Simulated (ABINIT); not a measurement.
Input of an ABINIT 10.8.3 (patched build) run:

File run.abi:

```
ndtset 7
getwfk -1
scalecart1 3*0.9795861087
scalecart2 3*0.9864848297
scalecart3 3*0.9932883884
scalecart4 3*1.0000000000
scalecart5 3*1.0066227096
scalecart6 3*1.0131594038
scalecart7 3*1.0196128224

pp_dirpath "./"
pseudos "Sc.hgh, Al.hgh"

acell 7.7248348677 7.7248348677 7.7248348677
rprim
     1.0000000000     0.0000000000     0.0000000000
     0.0000000000     1.0000000000     0.0000000000
     0.0000000000     0.0000000000     1.0000000000
ntypat 2
znucl 21 13
natom 4
typat 1 2 2 2
xred
     0.0000000000     0.0000000000     0.0000000000
     0.5000000000     0.5000000000     0.0000000000
     0.0000000000     0.5000000000     0.5000000000
     0.5000000000     0.0000000000     0.5000000000

ecut 18.0

kptopt 1
ngkpt 7 7 7
nshiftk 1
shiftk 0.0 0.0 0.0

ixc 7

nband 10
occopt 3
tsmear 0.05 eV

nstep 100
tolvrs 1.0e-10

iomode 3
prtwf 1
prtden 0
prteig 0
prtebands 0
enunit 1
```

Potentials or basis: HGH LDA.

Command:

```sh
$ abinit run.abi > log 2>&1
```

Predict the pressure derivative of the bulk modulus.

5.9 (rough: it moves with the points fitted).

Estimate the equilibrium volume.

16.14 Å³/atom.

What does it give for the bulk modulus?

101 GPa.

Energy against volume, from the lowest point:
| volume (Å³/atom) | energy (meV/atom) |
| --- | --- |
| 16.052 | 0.00 |
| 16.394 | 1.53 |
| 16.735 | 5.99 |
| 17.077 | 15.04 |
| 17.419 | 26.67 |
| 17.760 | 41.14 |
| 18.102 | 57.47 |

Caveat: the cutoff is too short for stress, so the log's stress isn't used; pressures at fixed basis lie under the slope of the energies; HGH potentials are hard and often keep d shells in the core, so these values are rough.
